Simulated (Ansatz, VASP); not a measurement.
# AlNi in VASP and in Ansatz

```
CELL_PARAMETERS angstrom
2.91891 0.00000 0.00000
0.00000 2.91891 0.00000
0.00000 0.00000 2.91891
ATOMIC_POSITIONS crystal
Ni 0.50000 0.50000 0.50000
Al 0.00000 0.00000 0.00000
```

Change from the starting cell: volume scaled by 1.04.

Alike in both runs: task single point; functional PBE; k mesh 9 × 9 × 9; occupations fermi-dirac, width 0.05 eV; collinear spin, ferromagnetic start.

|  | VASP | Ansatz |
| --- | --- | --- |
| version | VASP 6.6.1 | Ansatz 0.2.0 |
| potentials or method | VASP PAW PBE potentials, release 64 (Ni, Al) | Ansatz PAW |
| plane-wave cutoff (eV) | 520 | 420 |
| valence electrons in the cell | 13 | 21 |

```csv
,VASP,Ansatz,Ansatz less VASP
gap on the k mesh at the Fermi level (eV),none,none,-
pressure (GPa),-4.1,-4.1,-0.01
net moment per atom (μB),0.00,0.00,0.000
```

A gap of «none» marks a metal or a gap that the smearing closes. The functional is the same, so the differences come from potentials, cutoffs and numerics. The two sets of potentials don't hold the same shells in valence.

Caveats: the starting moments weren't kept (Ansatz).
